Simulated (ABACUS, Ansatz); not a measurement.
**NaCl: energy against volume and a worked fit**

```
Cl Na
1.0
     0.00000    2.79406    2.79406
     2.79406    0.00000    2.79406
     2.79406    2.79406    0.00000
Cl Na
1 1
Direct
  0.50000 0.50000 0.50000
  0.00000 0.00000 0.00000
```

The cell is a database's computed one, not the measured one.

The cell was scaled at fixed shape and fractions and run with Ansatz, Ansatz PAW (files of its older set among them), cutoff 700 eV; PBEsol, k mesh 8 × 8 × 8 on the cell of 2 atoms, fermi-dirac occupations of 0.05 eV, no spin polarisation, no spin-orbit coupling. The potentials were made for PBE. Energies are those that the program minimises, any entropy of the smearing included.

```csv
V (Å³/atom),energy over the lowest row (meV/atom)
20.5039,9.017
20.9402,4.245
21.3764,1.305
21.8127,0.000
22.2489,?
22.6852,1.612
23.1214,4.234
```

**Question.** Fit the third-order Birch-Murnaghan form, give V0, B0 and B′, and predict the energy left open.

**Answer.** With y = (V0/V)^(2/3), E = E0 + (9 V0 B0/16) [(y - 1)³ B′ + (y - 1)² (6 - 4y)]. Least squares through the rows shown give V0 = 21.9802 Å³/atom, E0 = -0.105 meV, B0 = 25.83 GPa (1 eV/Å³ = 160.218 GPa) and B′ = 4.69, with a largest miss of 0.002 meV. At V = 22.2489 the form with these constants gives 0.154 meV; the run gave 0.155 meV an atom. Other set-ups at this level, from all their volumes (Å³/atom, GPa): ABACUS, PseudoDojo NC SR 0.4.1 PBEsol standard, plane waves: V0 21.999, B0 25.84; Ansatz, Ansatz PAW (made for PBE): V0 21.976, B0 25.85; Ansatz, JTH PAW (made for PBE): V0 22.148, B0 25.73; Ansatz, PseudoDojo stringent (made for PBE): V0 21.994, B0 25.85.
